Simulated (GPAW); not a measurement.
Write an ASE script for GPAW 26.7.0 that does the following.

| Property | Result |
| --- | --- |
| Task | band structure |
| Functional | PBE |
| Potentials or basis | GPAW PAW data sets (gpaw-data 1.2.1) |
| Cutoff | 800 eV |
| Basis | pw |
| k mesh | 13 × 13 × 13 |
| Occupations | fermi-dirac, width 0.05 eV |
| Spin | no spin polarisation |
| Maxiter | 150 |
| Band path | GXWKGLUWLK,UX |
| Band points | 100 |

BN:

```xyz
2
Lattice="0.0000 1.8130 1.8130 1.8130 0.0000 1.8130 1.8130 1.8130 0.0000" Properties=species:S:1:pos:R:3 pbc="T T T"
N     0.9065    0.9065    0.9065
B     0.0000    0.0000    0.0000
```

The cell is a database's computed one.

These files were run (other wordings do the same):

run.py

```python
from ase import Atoms
from ase.dft.bandgap import bandgap
from ase.io import write
from ase.units import GPa
from gpaw import GPAW, PW

atoms = Atoms(['N', 'B'],
              cell=[[0.0, 1.813001, 1.813001],
                    [1.813001, 0.0, 1.813001],
                    [1.813001, 1.813001, 0.0]],
              scaled_positions=[[0.25, 0.25, 0.25],
                                [0.0, 0.0, 0.0]],
              pbc=True)

calc = GPAW(mode=PW(800),
            xc='PBE',
            kpts={'size': (13, 13, 13), 'gamma': True},
            occupations={'name': 'fermi-dirac', 'width': 0.05},
            nbands=11,
            convergence={'density': 1e-05, 'energy': 1e-05},
            maxiter=150,
            txt='gpaw.txt')
atoms.calc = calc
energy = atoms.get_potential_energy()
forces = atoms.get_forces()
stress = atoms.get_stress()
calc.write('gs.gpw')
write('result.traj', atoms)
print(f'Energy: {energy:.6f} eV')
print('Forces (eV/A):')
print(forces.round(4))
print('Stress (GPa):', (stress / GPa).round(3))
print('Fermi level:', round(calc.get_fermi_level(), 4), 'eV')
print(f'Gap: {bandgap(calc)[0]:.4f} eV, direct: {bandgap(calc, direct=True)[0]:.4f} eV')

path = atoms.cell.bandpath('GXWKGLUWLK,UX', npoints=100, eps=1e-4)
bs_calc = calc.fixed_density(kpts=path, symmetry='off', nbands=18,
                             convergence={'bands': 'CBM+6.0', 'eigenstates': 1e-6}, txt='bands.txt')
bs = bs_calc.band_structure()
bs.write('bs.json')
print(f'Gap on the path: {bandgap(bs_calc)[0]:.4f} eV')
```

Potentials or basis: GPAW PAW data sets (gpaw-data 1.2.1), pw.

The run is started by

```sh
$ OMP_NUM_THREADS=1 python run.py
```

It gave:

| Quantity | Value |
| --- | --- |
| Pressure | -1.6 GPa |
| Band gap on the k mesh | 4.53 eV, indirect (least direct gap 8.79 eV) |
| Band gap along the path | 4.46 eV, indirect (least direct gap 8.79 eV) |

Run time: 28 s on 1 thread of Arm Neoverse V1, with other jobs on the host, peak memory 0.19 GiB.
